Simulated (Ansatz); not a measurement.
**Quasiparticle gap of PbF2 (Pnma)**

How far does one-shot GW move the PBE gap of PbF2 (Pnma)?

Calculated with Ansatz 0.2.0; PBE, then G0W0 on it, plane waves, PAW.

This is a report of a sequence of runs, with most program output left out.

The database entry behind the starting cell differs from later determinations by our own check (about 0.2 % short), so it need not match the best structure at ambient conditions.

In doubt: masses and optical values from hybrid runs of this build are listed as unsure (in some of the runs), which bears on the screening that GW takes from such a start.

### Step 1. The structure

Symmetry: Pnma, No. 62, orthorhombic system. Conventional cell: a = 6.427 Å, b = 3.891 Å, c = 7.636 Å, α = 90.00°, β = 90.00°, γ = 90.00°. Pb has 5 F at 2.48 to 2.57 Å nearest. Nearest to F lie 4 Pb at 2.48 to 2.51 Å. Nearest to F lie 1 Pb at 2.57 Å. Farther neighbours and most contacts between anions are not listed.

The cell and positions come from the Crystallography Open Database and are kept as given unless a step says otherwise. Spin-orbit coupling is left out unless a step names it. The default PAW set here is soft_2. Its files were made with PBE.

### Step 2. Bands along the symmetry lines

Levels along a band path and on the mesh show where this functional puts the band edges.

This step: DFT, PBE, plane waves, PAW.

Input file input.yaml:

```yaml
crystal:
  lattice:
    - [6.42689, 0.0, 0.0]
    - [0.0, 3.89098, 0.0]
    - [0.0, 0.0, 7.63574]
  atoms:
    - { symbol: Pb, position: [0.756, 0.75, 0.103] }
    - { symbol: Pb, position: [0.244, 0.25, 0.897] }
    - { symbol: Pb, position: [0.744, 0.25, 0.603] }
    - { symbol: Pb, position: [0.256, 0.75, 0.397] }
    - { symbol: F, position: [0.142, 0.75, 0.085] }
    - { symbol: F, position: [0.858, 0.25, 0.915] }
    - { symbol: F, position: [0.358, 0.25, 0.585] }
    - { symbol: F, position: [0.642, 0.75, 0.415] }
    - { symbol: F, position: [0.551, 0.75, 0.814] }
    - { symbol: F, position: [0.449, 0.25, 0.186] }
    - { symbol: F, position: [0.949, 0.25, 0.314] }
    - { symbol: F, position: [0.051, 0.75, 0.686] }
kpoints:
  mp_grid: { grid: [4, 6, 4] }
  band_path:
    path:
      - [[0.0, 0.0, 0.0], [0.5, 0.0, 0.0], [0.5, 0.5, 0.0], [0.0, 0.5, 0.0], [0.0, 0.0, 0.0], [0.0, 0.0, 0.5], [0.5, 0.0, 0.5], [0.5, 0.5, 0.5], [0.0, 0.5, 0.5], [0.0, 0.0, 0.5]]
      - [[0.5, 0.0, 0.0], [0.5, 0.0, 0.5]]
      - [[0.0, 0.5, 0.0], [0.0, 0.5, 0.5]]
      - [[0.5, 0.5, 0.0], [0.5, 0.5, 0.5]]
    npoints: 10
hamiltonian:
  xc: pbe
scf:
  occupations: { method: fermi_dirac, width: 0.02 }
  n_extra_bands: 8
output:
  forces: true
  stress: true
  eigenvalues: true
  write_density: true
  write_potential: true
  elf: true
  volumetric_format: npy
```

Run with:

```
$ ansatz run input.yaml --threads 3 --pin off --max-ram 64512MiB --backend cuda --events-out ev --progress --plain --runs-dir out --devices 1 --max-vram 24GiB  # rebuilt from the run's record
```

It took 13 s on 1 × NVIDIA H100 80GB HBM3 (shared by 3 runs) with 3 threads of AMD EPYC 7R13 (Zen 3), shared host; peak memory 1.1 GiB.

This step gave:

```
pressure             : 1.859 GPa
filled bands         : 56
gap                  : 4.227 eV
valence top at       : Γ
conduction bottom at : T
least direct gap     : 4.315 eV
```

Over mesh and path the gap is 4.227 eV, from k = Γ to k = (0.000, 0.500, 0.500). The least direct gap found is 4.315 eV, at k = Γ.

The electronic bands at the labelled points (eV, zero at the top of the highest nominally filled band):

```csv
point,band 53,band 54,band 55,band 56,band 57,band 58,band 59,band 60
Γ,-1.44,-0.47,-0.31,0.00,4.32,5.08,5.98,6.00
halfway,-1.30,-0.45,-0.40,-0.06,4.48,4.70,5.03,6.47
X,-0.83,-0.83,-0.22,-0.22,4.43,4.43,5.38,5.38
halfway,-0.77,-0.77,-0.29,-0.29,4.55,4.55,5.44,5.44
S,-0.61,-0.61,-0.61,-0.61,4.64,4.64,4.64,4.64
halfway,-0.87,-0.87,-0.26,-0.26,4.52,4.52,5.04,5.04
Y,-0.94,-0.94,-0.12,-0.12,4.54,4.54,5.40,5.40
halfway,-0.97,-0.68,-0.37,-0.23,4.82,5.67,5.68,5.93
Γ,-1.44,-0.47,-0.31,0.00,4.32,5.08,5.98,6.00
halfway,-1.39,-0.54,-0.28,-0.13,4.50,5.40,5.56,6.08
Z,-0.97,-0.97,-0.22,-0.22,4.96,4.96,6.18,6.18
halfway,-0.81,-0.81,-0.28,-0.28,4.77,4.77,5.51,5.51
U,-0.56,-0.56,-0.44,-0.44,4.77,4.77,4.93,4.93
halfway,-0.57,-0.57,-0.40,-0.40,4.79,4.79,5.10,5.10
R,-0.48,-0.48,-0.48,-0.48,4.59,4.59,4.59,4.59
halfway,-0.54,-0.54,-0.30,-0.30,4.30,4.30,5.22,5.22
T,-0.54,-0.54,-0.20,-0.20,4.23,4.23,5.78,5.78
halfway,-0.62,-0.62,-0.38,-0.38,5.42,5.42,5.51,5.51
Z,-0.97,-0.97,-0.22,-0.22,4.96,4.96,6.18,6.18
jump to X,-0.83,-0.83,-0.22,-0.22,4.43,4.43,5.38,5.38
halfway,-0.73,-0.73,-0.29,-0.29,4.54,4.54,5.22,5.22
U,-0.56,-0.56,-0.44,-0.44,4.77,4.77,4.93,4.93
jump to Y,-0.94,-0.94,-0.12,-0.12,4.54,4.54,5.40,5.40
halfway,-0.75,-0.75,-0.14,-0.14,4.36,4.36,5.60,5.60
T,-0.54,-0.54,-0.20,-0.20,4.23,4.23,5.78,5.78
jump to S,-0.61,-0.61,-0.61,-0.61,4.64,4.64,4.64,4.64
```

Electrostatic potential energy in the ac plane at fractional y = 0.250, with atoms of Pb and F within 0.2 Å of it. With pseudopotentials it is smooth inside the atoms' cores, unlike the true potential.

Ten even steps from '0' (-35 eV) to '9' (13 eV), each cell a mean:
```
973000168999994027
961132058999982005
971132058999994127
984000278999998779
987544789999888899
999888899987534789
999998789984000278
999993017871132058
999981005871132058
999994127973000268
999999789987433689
999999999998878899
799999999999999965
289999999999999710
189999999999999600
699999842599999943
999999600289999999
999999710289999999
999999965799999999
998878899999999999
987423689999999789
```
Columns run along a (6.4 Å; values clipped at the 3rd and 97th percentile), rows up along c (7.6 Å). Atoms in or near the plane, at fractional coordinates: Pb at (0.24, 0.90), Pb at (0.74, 0.60), F at (0.86, 0.92), F at (0.36, 0.59), F at (0.45, 0.19), F at (0.95, 0.31).

Valence density in the ac plane at fractional y = 0.250, with atoms of Pb and F within 0.2 Å of it. It is the smooth field of the valence electrons, not physical close to the nuclei.

Values in e/Å³, 11 rows by 16 columns, each cell a mean:
```
 0  0  2  5  6  3  1  0  0  0  0  0  2  8  8  2
 0  0  2  5  6  3  1  0  0  0  0  0  1  4  4  1
 0  0  0  1  1  0  0  0  0  0  0  0  0  0  0  0
 0  0  0  0  1  2  2  1  0  0  1  4  4  2  1  0
 0  0  0  0  2  9  8  2  0  1  2  6  7  3  1  0
 0  0  0  0  0  1  1  0  0  0  1  1  1  1  0  0
 1  0  0  0  0  0  0  0  0  0  0  0  0  0  2  3
 4  1  0  0  0  0  0  1  0  0  0  0  0  1  5 11
 1  0  0  0  0  1  5  9  4  1  0  0  0  0  1  1
 0  0  0  0  0  1  3  5  2  0  0  0  0  0  0  0
 0  0  0  1  1  0  0  0  0  0  0  0  0  1  1  0
```
Columns run along a (6.4 Å), rows up along c (7.6 Å). Atoms in or near the plane, at fractional coordinates: Pb at (0.24, 0.90), Pb at (0.74, 0.60), F at (0.86, 0.92), F at (0.36, 0.59), F at (0.45, 0.19), F at (0.95, 0.31).

### Step 3. The quasiparticle correction

G0W0 replaces the xc potential by a self-energy built once from the orbitals of the start. Levels are corrected in the window of bands that the input names, at points of the mesh.

This step: G0W0 on PBE, plane waves, PAW.

input.yaml, the sections that differ from step 2:

```yaml
kpoints:
  mp_grid: { grid: [2, 4, 2] }
scf:
  occupations: { method: fixed }
gw:
  n_empty_bands: 796
  ecut_chi: 150.0
  qp_bands: [v4, c4]
  qp_kpoints: band_edges
  screening: { model: contour_deformation }
# crystal, hamiltonian: as in step 2
# output: removed
```

Wall time 29 s (1 × NVIDIA H100 80GB HBM3 (shared by 3 runs) with 3 threads); peak memory 2.9 GiB.

Numbers from this step:

```yaml
bands_summed: 852
rpa_eps_infinity_on_this_mesh_eigenvalues: 3.522, 3.578, 3.604
plane_waves_in_the_screening_matrix: 789
q_points_in_the_mesh: 16
g0w0_gap_over_the_corrected_points: 5.937 eV
k_of_the_valence_top: 0, 0, 0
k_of_the_conduction_bottom: 0, -0.5, -0.5
starting_gap_on_the_mesh: 4.228 eV
z_at_the_valence_top: 0.7612
z_at_the_conduction_bottom: 0.8271
least_direct_g0w0_gap_over_the_corrected_points: 6.057 eV
```

Over all 12 irreducible mesh points the G0W0 gap is 5.937 eV, from k = Γ to k = (0.000, -0.500, -0.500). The PBE gap of this run on the mesh is 4.228 eV. The two states that bound the G0W0 gap lie that far apart at the start, so the correction of the gap is 5.937 − 4.228 = +1.709 eV. The start of this run differs from the step before in mesh (4×6×4 and 2×4×2).

Labels follow the order of the start: v1 is the top filled band, c1 the lowest empty one; levels that stay degenerate share a row, the window can cut a multiplet, doubted levels are not marked in this list, bands outside the window were not corrected, and the list may be a part of the corrected levels. Levels before and after the correction, in eV, zero at the valence-band top of each column:

```csv
,conduction bottom,valence top
Kohn-Sham,4.23,0.00
G0W0,5.94,0.00
```

```csv
,level,occupation,energy (eV)
Kohn-Sham,Γ v3,2,-0.472
Kohn-Sham,Γ v2,2,-0.310
Kohn-Sham,Γ v1,2,0.000
Kohn-Sham,Γ c1,0,4.315
Kohn-Sham,Γ c2,0,5.077
Kohn-Sham,Γ c3,0,5.985
Kohn-Sham,(0 -0.5 -0.5) v3,2,-0.536
Kohn-Sham,(0 -0.5 -0.5) v2-v1,2,-0.195
Kohn-Sham,(0 -0.5 -0.5) c1-c2,0,4.228
Kohn-Sham,(0 -0.5 -0.5) c3,0,5.784
G0W0,Γ v3,2,-0.568
G0W0,Γ v2,2,-0.390
G0W0,Γ v1,2,0.000
G0W0,Γ c1,0,6.057
G0W0,Γ c2,0,6.828
G0W0,Γ c3,0,7.822
G0W0,(0 -0.5 -0.5) v3,2,-0.635
G0W0,(0 -0.5 -0.5) v2-v1,2,-0.239
G0W0,(0 -0.5 -0.5) c1-c2,0,5.937
G0W0,(0 -0.5 -0.5) c3,0,7.715
```

The parts of the quasiparticle energy for the two states that bound the G0W0 gap, in eV on the run's own scale (QP = start + Σx + Σc − Vxc, with Σc at the quasiparticle energy):

```csv
edge,k,band,start,Σx,Σc,Vxc,Z,QP
valence top,Γ,56,6.110,−28.317,3.990,−23.285,0.761,5.067
conduction bottom,"(0.000, -0.500, -0.500)",57,10.337,−10.249,−3.183,−14.099,0.827,11.004
```

### Step 4. Spin-orbit coupling

This run has two-component orbitals with spin-orbit coupling.

This step: DFT, PBE with spin-orbit coupling, plane waves, PAW.

input.yaml, the sections that differ from step 3:

```yaml
kpoints:
  mp_grid: { grid: [4, 6, 4] }
  band_path:
    path:
      - [0.0, 0.0, 0.0]
      - [0.5, 0.0, 0.0]
      - [0.5, 0.5, 0.0]
      - [0.0, 0.5, 0.0]
      - [0.0, 0.0, 0.5]
      - [0.5, 0.0, 0.5]
      - [0.5, 0.5, 0.5]
      - [0.0, 0.5, 0.5]
    npoints: 1
scf:
  occupations: { method: fixed }
  n_extra_bands: 16
magnetization:
  noncollinear: true
  spin_orbit: true
output:
  forces: true
  stress: true
  eigenvalues: true
# crystal, hamiltonian: as in step 3
# gw: removed
```

It took 11 s on 1 × NVIDIA H100 80GB HBM3 (shared by 3 runs) with 3 threads; peak memory 1.2 GiB; 20 s of CPU time.

This step gave:

```yaml
pressure: 1.725 GPa
gap: 3.818 eV
valence_top_at: Γ
conduction_bottom_at: T
least_direct_gap: 3.926 eV
```

Over mesh and listed points the gap is 3.818 eV, from k = Γ to k = (0.000, 0.500, 0.500). The least direct gap found is 3.926 eV, at k = Γ. PBE+SOC against PBE: 3.818 − 4.227 = −0.409 eV, with the same mesh, set of files (read in its fully relativistic form for the spin-orbit run) and cutoff, and both edges at the same k points. The spin-orbit run sees mesh and listed points alone, so its gap is an upper bound: the coupling can move an edge off these points, and the change over the zone, its sign included where it is small, is not known.

### Step 5. Side by side

Each gap is the least one over the points named; times are wall times on shared hosts, not benchmarks. A G0W0 time includes the run's own self-consistent start. Runs with listed points see these and the mesh alone, so an edge that moves elsewhere is missed. Rows marked * are further runs, not shown as steps, whose inputs differ from the G0W0 step on the same start in the columns given; solver thresholds can differ too. Symmetry makes (0.000, 0.500, 0.500) and (0.000, -0.500, -0.500) one point.

```csv
level,mesh,"files, cutoff","bands summed, screening",points,gap (eV),valence top,conduction bottom,least direct gap (eV),time
PBE,4×6×4,"soft_2 PAW, 420 eV",-,mesh and path,4.227,Γ,"(0.000, 0.500, 0.500)",4.315,13 s
PBE+SOC,4×6×4,"soft_2 PAW, 420 eV",-,mesh and listed points,3.818,Γ,"(0.000, 0.500, 0.500)",3.926,11 s
G0W0@PBE*,2×4×2,"soft_2 PAW, 420 eV","337, 75 eV",all 12 irreducible mesh points,5.897,Γ,"(0.000, -0.500, -0.500)",6.015,18 s
G0W0@PBE,2×4×2,"soft_2 PAW, 420 eV","852, 150 eV",all 12 irreducible mesh points,5.937,Γ,"(0.000, -0.500, -0.500)",6.057,29 s
G0W0@PBE*,2×4×2,"soft_2 PAW, 420 eV","852, 150 eV, plasmon pole",all 12 irreducible mesh points,5.928,Γ,"(0.000, -0.500, -0.500)",6.053,48 s
```

### Step 6. Outcome

- PBE gap over mesh and path: 4.227 eV, from k = Γ to k = (0.000, 0.500, 0.500)
- G0W0@PBE gap over all 12 irreducible mesh points: 5.937 eV, from k = Γ to k = (0.000, -0.500, -0.500)
- PBE+SOC gap over mesh and listed points: 3.818 eV
- GW settings: 2×4×2 mesh, 796 empty bands, screening to 150 eV
- known limits: finite bands, screening cutoff and k mesh; no spin-orbit coupling in G0W0

In words: Over all 12 irreducible mesh points the G0W0 gap is 5.937 eV, from k = Γ to k = (0.000, -0.500, -0.500). The PBE gap of this run on the mesh is 4.228 eV. The two states that bound the G0W0 gap lie that far apart at the start, so the correction of the gap is 5.937 − 4.228 = +1.709 eV. The valence state moves by 5.067 − 6.110 = −1.043 eV and the conduction state by 11.004 − 10.337 = +0.667 eV, on the run's own scale; with 337 bands the edge states move by −0.831 and +0.838 eV, so the split between the edges depends on the bands and cutoff. Both edges that PBE shows over mesh and path lie at k points where levels were corrected. Levels at other points were not corrected, so a lower G0W0 gap elsewhere in the zone is not ruled out. From 337 bands and 75 eV to 852 bands and 150 eV the gap moves by 5.937 − 5.897 = +0.040 eV; bands and screening cutoff rise together, so their parts are not told apart. Two runs can't test a law of convergence, so the limit is not known. With the plasmon pole model in place of the contour deformation model and all else as in the G0W0@PBE row with 852 bands, the gap differs by 5.928 − 5.937 = −0.009 eV. G0W0 on other starts in this series, not shown as steps and not all at these settings: 6.663 eV on HSE06 (2×4×2, soft_2 PAW, 852 bands, 150 eV) and 5.970 eV on LDA (2×4×2, soft_2 PAW, 852 bands, 150 eV). PBE+SOC against PBE: 3.818 − 4.227 = −0.409 eV, with the same mesh, set of files (read in its fully relativistic form for the spin-orbit run) and cutoff, and both edges at the same k points. The spin-orbit run sees mesh and listed points alone, so its gap is an upper bound: the coupling can move an edge off these points, and the change over the zone, its sign included where it is small, is not known. What spin-orbit coupling does to the G0W0 levels was not computed, so no sum with the G0W0 gap is formed. The G0W0 runs are scalar-relativistic. No pair of G0W0 runs that differ in the mesh alone is shown (2×4×2 is a supercell whose nearest images lie 13 Å apart), so the error from the mesh is not known here. G0W0 is shown with one set of atomic data (soft_2 PAW), so the error from the files is not known here.

[Paths, hosts, dates, memory and timing lines, banners, echoed tables and standing remarks are left out of the program output.]

[Logs are printed without paths, hosts, clocks, repeated set-up lines and the standing remarks that a program may print on its own settings, such as how far it seeks lower states.]

[Runs of the session that timed out or met a known fault of the program may be left out.]

[Cells called generated may have been cut or substituted from an entry of the Crystallography Open Database or the Materials Project.]

[Hosts, paths, dates, database ids (printed as entryN), source tags and the programs' standing remarks are cut or masked in the printed files.]

[Where an RPA ε∞ is given, it is that of the G0W0 mesh and is not shown converged in it. Names of k-points follow the symmetry that the program found, which can be lower than the space group named. Band edges on a path are those of the sampled points; other points can move an edge, and change direct to indirect where valleys lie close.]

[Hybrid gaps are those of their k-mesh and are not shown converged in it.]
